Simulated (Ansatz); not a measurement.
P: experiment and calculation

**Measured values to compare with.**

From “Anisotropic thermo-mechanical response of layered hexagonal boron nitride and black phosphorus: application as a simultaneous pressure and temperature sensor”, 2023, arxiv:2307.07533, for a powder of P at 300 K: bulk modulus 29.8 ± 0.7 GPa.

How close the calculation comes is told below.

Computed with Ansatz, DFT r2SCAN, scalar-relativistic, plane waves, PAW.

Settings: cutoff 500 eV, Γ-centred mesh 12×12×8 on the computed 4-atom cell, Gaussian smearing of 0.01 eV; no spin polarisation.

Relaxed structure, symmetry kept:

```yaml
crystal:
  lattice:
    - [1.64969, -5.51002, 0.00000]
    - [1.64969, 5.51002, 0.00000]
    - [0.00000, 0.00000, 4.55802]
  atoms:
    - { symbol: P, position: [0.90461, 0.09539, 0.08853] }
    - { symbol: P, position: [0.59539, 0.40461, 0.58853] }
    - { symbol: P, position: [0.09539, 0.90461, 0.91147] }
    - { symbol: P, position: [0.40461, 0.59539, 0.41147] }
```

| Quantity | Value |
| --- | --- |
| Space group | Cmce (No. 64) |
| Volume per atom | 20.72 Å³ |
| Formation energy from the elements' standard states (uncorrected) | 0.000 eV/atom |
| Generalised Kohn–Sham band gap | 0.25 eV, direct at Y |
| Löwdin character of the top 1 eV of the valence band | P 3p 87 %, P 3s 10 % |
| Löwdin character of the lowest 1 eV of the conduction band | P 3p 72 %, P 3s 17 %, unprojected 12 % |
| Electron masses at the edge by Cartesian direction of the standard setting (m_e; degenerate bands sorted by energy; no spin-orbit coupling) | x: 1.2; y: 0.20; z: 0.074 |
| Hole masses at the edge by Cartesian direction of the standard setting (m_e; degenerate bands sorted by energy; no spin-orbit coupling) | x: 2.3; y: 0.38; z: 0.070 |
| Bader charges (e) | P (4 in the cell) 0.00 |

Each cell of P holds layers, and where no dispersion correction was added their binding is poorly described.

Measured bulk modulus of P: 29.8 GPa (300 K; powder; the paper above). This calculation gives 17 GPa (-42.7 %). So large a miss may mean another phase, state or a wrong row. The calculation is for 0 K without zero-point motion. Lattice constants aren't compared, since papers order the axes of such cells in different ways.

Cost: 8 runs of about 18 core-minutes in all, on Arm Neoverse V1 (shared hosts).